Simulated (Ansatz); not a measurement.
AlFe:

```
CELL_PARAMETERS angstrom
2.91000 0.00000 0.00000
0.00000 2.91000 0.00000
0.00000 0.00000 2.91000
ATOMIC_POSITIONS crystal
Fe 0.50000 0.50000 0.50000
Al 0.00000 0.00000 0.00000
```

Below is the output of Ansatz 0.2.0 for this cell. Logs are shortened: lines on timing, memory, paths and dates and some standing lists are left out, and cuts for length are marked.

```text
Warning: RAYON_NUM_THREADS=2 ignored (pool sized by the plan → 2); use --threads N
Engine: ansatz 0.2.0, aarch64-unknown-linux-gnu
Pseudopotentials: kind: paw
Pseudopotential: Fe, paw, valence charge 16, recommended cutoff 420 eV (normal), Fe.paw.azcp
Pseudopotential: Al, paw, valence charge 3, recommended cutoff 420 eV (normal), Al.paw.azcp
Functional definition: PBEsol
  exchange = pbesol_x
  correlation = pbesol_c
Crystal: 2 atoms, lattice volume = 24.642 Å³
Basis set: ecut = 420 eV, 461 PW (Γ), exchange–correlation on 40×40×40 points (8 copies of the dense FFT grid, shifted against one another)
Bands: 15, of which v1, the nominal top of the filled ones, is band 10 counted from 1 (9 counted from 0)
Symmetry: 48 space group operations
Space group: Pm-3m (ITA 221), of the structure as read, at distance tolerance 2.9e-5 Å
Magnetic group: BNS 221.92 (UNI 1594), of the structure as read, at distance tolerance 2.9e-5 Å
k-points: 35 of 729
Non-local potential: Fe, projectors of the file, l = 0: 3, l = 1: 2, l = 2: 3, l = 3: 1
Non-local potential: Al, projectors of the file, l = 0: 2, l = 1: 2, l = 2: 1
PAW form: soft (Blöchl's): semilocal exchange-correlation on the pseudo side does not see the compensation charge
PAW frozen core: Fe, regenerated for the run's functional, and the local potential with it (the file was generated under x = pbe(κ = 0.804, μ = 0.2195149727645171), c = pbe(β = 0.06672455060314922))
PAW frozen core: Al, regenerated for the run's functional, and the local potential with it (the file was generated under x = pbe(κ = 0.804, μ = 0.2195149727645171), c = pbe(β = 0.06672455060314922))
PAW one-centre angular grid: Fe, 590 points (default); XC on 64 Gauss nodes
PAW one-centre angular grid: Al, 110 points (default); XC on 64 Gauss nodes
Initial density: superposition of atomic densities (chi_scale 0.1, normalization cell)
Starting moments: Σ|m| = 3 μB on 1 of 2 sites
Initial wavefunctions: pseudopotential atomic-orbital guess
Functional: x = pbesol(κ = 0.804, μ = 0.12345679012345678), c = pbesol(β = 0.046)
SCF iter   1: F=—  HF=-4973.317765 eV  |F-HF|=—  |Δ(HF+E_count)|=         —  Δρ=6.11e-2 (↑6.11e-2 ↓3.17e-2)  dr2=1.33e0  dr2_m=9.88e-2  M=2.414 μB ∫|m|=2.651 μB  β_m=0.30  ethr=3.10e-3  ⟨swp⟩=4.2  Hψ=4762  notcnv=0
Mixer restart at iter 1: flushing history
preconditioner: auto → none  [metal: Δε(μ)=0.007 eV  Ē_g=8.986 eV  σ=0.050 eV  W_gap=0.03  n_scr=6 (ndim 8)  ℏωp=24.8 eV  f_vac=0.000  D(μ)=2.87/eV (n_scr^D=32)  sad-step TF]
[... 95 lines left out ...]
Per-site moments (μB) at R_I (Å): [(0.48579272444773075, 0.9865486314094726), (-0.016060902405746612, 0.9865486314094726)]
Free energy (F): -4973.992247 eV
Harris-Foulkes:  -4973.992247 eV  (|F-HF|=0.00e0)
Internal energy: -4973.977229 eV  (E = F + TS)
E sigma→0 (E₀):  -4973.984738 eV
Entropy (-TS):   -0.015018 eV (-7.509 meV/atom)
Fermi energy:    15.921808 eV
--- Per-component energies (eV) ---
  E_band       = -211.733072
  E_kinetic    = 389.008244
  E_local      = -2616.929884  (includes V_loc(G=0)·N_el)
  E_nonlocal   = 227.359563
  E_hartree    = 1138.587235
  E_xc         = -161.357145
  E_vxc        = -186.869412  (∫ρ·V_xc dr)
  E_paw        = -1789.897287  (= ΣΔE_a)
  E_vpaw       = -301.476848  (= ΣTr[D̂ρ^β])
  E_aug_tail   = 0.000859  (compensation charges beyond the density's cutoff)
  E_ewald      = -2160.947155
  E_core_change = 0.198341  (= ΣΔE_core)
  E_smearing   = -0.015018  (= −TS)
  E_closure    = -0.000000  (closes the sum)
  Σ components = -4973.992247   (vs F -4973.992247, Δ=0.00e0)
--- Forces (eV/Å), atoms counted from 1 ---
  atom   1  Fe    -0.00000000     0.00000000    -0.00000000
  atom   2  Al    -0.00000000    -0.00000000    -0.00000000
  max |Σ_I F_I| component: 3.42e-29 eV/Å
--- Stress (GPa, compression-positive) ---
       19.958883       0.000000      -0.000000
        0.000000      19.958883      -0.000000
       -0.000000      -0.000000      19.958883
  P = ⅓ Tr σ = 19.9589 GPa (199.589 kbar)
--- Band table (eV; the first three rows and the last of 70) ---
  k-point 0 ↑: bands = ["-70.2471", "-36.4409", "-36.4409", "-36.4409", "4.8931", "13.0976", "13.0976", "15.8178", "15.8178", "15.8178", "23.0877", "23.0877", "23.0877", "25.9854", "25.9854"]
  k-point 1 ↑: bands = ["-70.2461", "-36.4527", "-36.4400", "-36.4400", "5.1468", "13.0799", "13.1790", "15.6569", "15.6569", "15.8355", "21.3522", "23.4500", "23.4500", "25.8761", "27.5989"]
  k-point 2 ↑: bands = ["-70.2436", "-36.4824", "-36.4376", "-36.4376", "5.8927", "12.8492", "13.3942", "15.2898", "15.2898", "15.8807", "19.1221", "24.4246", "24.4246", "25.5722", "29.5341"]
  k-point 34 ↓: bands = ["-69.6801", "-35.9884", "-35.9883", "-35.9883", "12.0797", "12.3660", "12.3660", "16.7986", "16.7986", "18.1594", "19.4144", "19.4144", "21.5817", "23.4681", "23.4681"]
--- Relaxed structure (5 steps of the walk, 5 accepted, 1 SCFs on fresh bases) ---
  F+E_penalty+E_count = -4973.99224656 eV   max|allowed force component| = 1.676e-29 eV/Å   (the final SCF, on the basis selected at the relaxed cell)
  cell:  # Å, volume = 21.0616 Å³
    - [2.7616199656383804, -4.182879097966029e-34, -4.498851979467059e-34]
    - [-2.8989258017078705e-34, 2.7616199656383804, -2.5679065925163143e-34]
    - [-5.7828052757252166e-34, -2.5679065925163143e-34, 2.7616199656383804]
  atoms:
    - { symbol: Fe, position: [0.49999999999999994, 0.49999999999999994, 0.49999999999999994] }
    - { symbol: Al, position: [1.0341118687978555e-36, -3.447039562553451e-37, 1.378815825020439e-36] }
```

Problem. What input gives this log?

Solution. Relaxation of cell and atoms with PBEsol, collinear spin, ferromagnetic start. The files as run (others can give the same):

input.yaml
```yaml
crystal:
  lattice:
    - [2.91, 0.0, 0.0]
    - [0.0, 2.91, 0.0]
    - [0.0, 0.0, 2.91]
  atoms:
    - { symbol: Fe, position: [0.5, 0.5, 0.5], spin: 3.0 }
    - { symbol: Al, position: [0.0, 0.0, 0.0] }
hamiltonian:
  xc: pbesol
  pseudopotentials: { kind: paw }
magnetization:
  spin_polarized: true
kpoints:
  mp_grid: { grid: [9, 9, 9] }
scf:
  occupations: { method: fermi_dirac, width: 0.05 }
output:
  forces: true
  stress: true
  eigenvalues: true
relax:
  f_tol: 0.01
  max_steps: 40
  cell: { stress_tol: 0.05, p_target: 20.0 }
```

Potentials or basis: Ansatz PAW.
Launch:
```sh
$ ansatz run input.yaml --threads 2 --pin off --max-ram 5632MiB --backend cpu --events-out ev --progress --plain --runs-dir out
```

Caveat: the plane-wave basis is chosen anew once the cell has moved, so the energies of steps on either side of that aren't comparable; the PAW data sets come from PBE, with cores solved anew for the run's functional, which leaves a small shift of forces and pressure.
